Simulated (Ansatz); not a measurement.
# Sc3AlN4: further runs on a relaxed guess

Aim: for this structure of Sc3AlN4, compute bands, density of states and charges.

Method: DFT PBE, scalar-relativistic, plane waves, PAW, in Ansatz 0.2.0.

1 further run of the same task is left out (set aside as unsound or not needed).

## 1. The structure to begin with

Symmetry: I4/mmm, No. 139, tetragonal system. Conventional cell: a = 4.448 Å, b = 4.448 Å, c = 8.766 Å, α = 90.00°, β = 90.00°, γ = 90.00°. Around Sc (site symmetry -4m2) lie 6 N at 2.19 to 2.23 Å. Sc (site symmetry 4/mmm) has 6 N at 2.22 to 2.28 Å as nearest neighbours. Around Al (site symmetry 4/mmm) lie 6 N at 2.10 to 2.22 Å. N (site symmetry mmm) has 4 Sc at 2.19 to 2.22 Å and 2 Al at 2.22 Å as nearest neighbours. Around N (site symmetry 4mm) lie 1 Al at 2.10 Å and 5 Sc at 2.23 to 2.28 Å.

Coordinates:

```xyz
8
Lattice="-2.2241 2.2241 4.3830 2.2241 -2.2241 4.3830 2.2241 2.2241 -4.3830" Properties=species:S:1:pos:R:3 pbc="T T T"
Sc    0.0000    2.2241    2.1915
Sc    2.2241    0.0000    2.1915
Sc    0.0000    0.0000    0.0000
Al    0.0000    0.0000    4.3830
N     2.2241    0.0000    0.0000
N     0.0000    0.0000    6.4834
N     0.0000    2.2241    0.0000
N     0.0000    0.0000    2.2826
```

It is the end of an earlier relaxation with the same method, from a generated guess; it is a trial structure. At a tolerance of 0.02 Å it has space group I4/mmm (No. 139); it has 10.84 Å³/atom, an uncorrected energy of -1.62 eV/atom over the elements.

## 2. Bands, states and charges

Input file input.yaml:

```yaml
crystal:
  lattice:
    - [-2.2240592262, 2.2240592262, 4.3829716302]
    - [2.2240592262, -2.2240592262, 4.3829716302]
    - [2.2240592262, 2.2240592262, -4.3829716302]
  atoms:
    - { symbol: Sc, position: [0.75, 0.25, 0.5] }
    - { symbol: Sc, position: [0.25, 0.75, 0.5] }
    - { symbol: Sc, position: [0.0, 0.0, 0.0] }
    - { symbol: Al, position: [0.5, 0.5, 0.0] }
    - { symbol: "N", position: [0.0, 0.5, 0.5] }
    - { symbol: "N", position: [0.7396097828, 0.7396097828, 0.0] }
    - { symbol: "N", position: [0.5, 0.0, 0.5] }
    - { symbol: "N", position: [0.2603902172, 0.2603902172, 0.0] }
basis:
  ecutwfc: 420
kpoints:
  mp_grid: { grid: [12, 12, 12] }
  band_path:
    path:
      - [[0.0, 0.0, 0.0], [0.0, 0.0, 0.5], [0.25, 0.25, 0.25], [0.0, 0.5, 0.0], [0.0, 0.0, 0.0], [0.5, 0.5, -0.5], [0.31437176, 0.68562824, -0.31437176]]
      - [[-0.31437176, 0.31437176, 0.31437176], [0.0, 0.0, 0.0]]
      - [[0.0, 0.0, 0.5], [-0.12874352, 0.12874352, 0.5]]
      - [[0.5, 0.5, -0.12874352], [0.5, 0.5, -0.5]]
    npoints: 14
hamiltonian:
  xc: pbe
scf:
  occupations: { method: gaussian, width: 0.02 }
  n_extra_bands: 20
output:
  forces: true
  stress: true
  eigenvalues: true
  populations: true
  dos: { projected: true, de: 0.02, nscf_kmesh: { grid: [18, 18, 18] } }
  bader: true
  write_density: true
  write_potential: true
  elf: true
  volumetric_format: npy
```

On the command line:

```
> ansatz run input.yaml --threads 1 --pin off --max-ram 2560MiB --backend cpu --events-out ev --progress --plain --runs-dir out
```

**Question.** What will these runs give? Wanted: gap; Bader charges.

**Answer**, as computed:

| quantity | value |
| --- | --- |
| gap | 0.40 eV, direct on the path |
| Bader charges | Sc +1.82, Al +2.39, N -2.00 to -1.93 e |

The gap is 0.40 eV, with the valence top at Γ and the conduction bottom at Γ on the path. Of the projected weight, the top eV of the valence band is N 2p (86 %), and the lowest eV of the conduction band Sc 3d (89 %). By Bader's charges (2.4 e at most) the bonding is polar.
